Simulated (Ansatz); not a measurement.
# InSe: relaxation of cell and atoms with PBE

InSe:

```
In Se
1.0
     4.04733    0.00000    0.00000
    -2.02366    3.50509    0.00000
     0.00000    0.00000   18.05206
In Se
4 4
Direct
  0.33333 0.66667 0.07739
  0.33333 0.66667 0.92261
  0.00000 0.00000 0.42261
  0.00000 0.00000 0.57739
  0.33333 0.66667 0.35298
  0.33333 0.66667 0.64702
  0.66667 0.33333 0.14700
  0.66667 0.33333 0.85300
```

Measurements of this composition are mostly on another form, of space group No. 160.

```json
{
 "Program": "Ansatz 0.2.0",
 "Task": "relaxation of cell and atoms",
 "Functional": "PBE",
 "Potentials or basis": "Ansatz PAW",
 "Cutoff": "420 eV (not typed: the program's choice for these potentials)",
 "k mesh": "6 × 6 × 2",
 "Occupations": "fermi-dirac, width 0.05 eV",
 "Spin": "no spin polarisation",
 "Target pressure": "2 GPa",
 "Target pressure (GPa)": "2"
}
```

- Relaxed volume: 29.19 Å³/atom
- Relaxed cell: a = 4.028 Å, b = 4.028 Å, c = 16.616 Å, α = 90.00°, β = 90.00°, γ = 120.00°
- Space group after relaxing (to 0.05 Å): P-6m2 (No. 187)
- Energy change on relaxing (the enthalpy is what falls): +13.4 meV/atom
- Ionic steps: 7
- Pressure after relaxing: 2.0 GPa
- Band gap on the k mesh: 0.32 eV, direct

Step by step:
| step | energy change (eV) | largest force (eV/Å) | volume (Å³) |
| --- | --- | --- | --- |
| 1 | 0.0000 | 0.2385 | 256.09 |
| 2 | 0.1121 | 0.2291 | 239.05 |
| 3 | 0.1056 | 0.0703 | 234.46 |
| 4 | 0.1299 | 0.1471 | 231.74 |
| 5 | 0.0992 | 0.0038 | 233.86 |
| 6 | 0.1036 | 0.0005 | 233.49 |
| 7 | 0.1070 | 0.0002 | 233.49 |

Final structure:
```cif
data_structure
_symmetry_space_group_name_H-M 'P 1'
_symmetry_Int_Tables_number 1
_cell_length_a 4.0281
_cell_length_b 4.0281
_cell_length_c 16.6163
_cell_angle_alpha 90.000
_cell_angle_beta 90.000
_cell_angle_gamma 120.000
_cell_volume 233.49
loop_
_atom_site_label
_atom_site_type_symbol
_atom_site_fract_x
_atom_site_fract_y
_atom_site_fract_z
_atom_site_occupancy
In1 In 0.33333 0.66667 0.08396 1
In2 In 0.33333 0.66667 0.91604 1
In3 In 0.00000 0.00000 0.41604 1
In4 In 0.00000 0.00000 0.58396 1
Se1 Se 0.33333 0.66667 0.33873 1
Se2 Se 0.33333 0.66667 0.66127 1
Se3 Se 0.66667 0.33333 0.16133 1
Se4 Se 0.66667 0.33333 0.83867 1
```

Levels at points of the mesh, in eV from the valence-band top:
```csv
k point,band 54,band 55,band 56,band 57,band 58,band 59,band 60,band 61,band 62,band 63
"(0.00, 0.00, 0.00)",-1.23,-1.23,-1.15,-1.15,0.00,0.32,1.72,2.03,2.12,4.17
"(0.00, 0.00, -0.50)",-1.19,-1.18,-1.18,-0.97,-0.93,1.14,1.23,2.10,2.12,4.21
"(0.00, -0.50, 0.00)",-2.24,-2.21,-2.01,-1.87,-1.59,1.27,1.29,1.75,1.76,3.36
"(0.00, -0.50, -0.50)",-2.43,-2.09,-2.09,-1.71,-1.55,1.11,1.21,1.70,2.06,3.21
```

Run time: 38 s on 4 threads of Arm Neoverse V2, on a shared host, peak memory 0.81 GiB.

Caveat: the plane-wave basis is chosen anew once the cell has moved, so the energies of steps on either side of that aren't comparable; spin-orbit coupling is left out, which moves the levels of the heavy elements; this functional lacks dispersion, which binds the layers, so the pressure and a relaxed spacing across them are unreliable. PBE gaps usually lie below the measured ones, often by a third to a half.
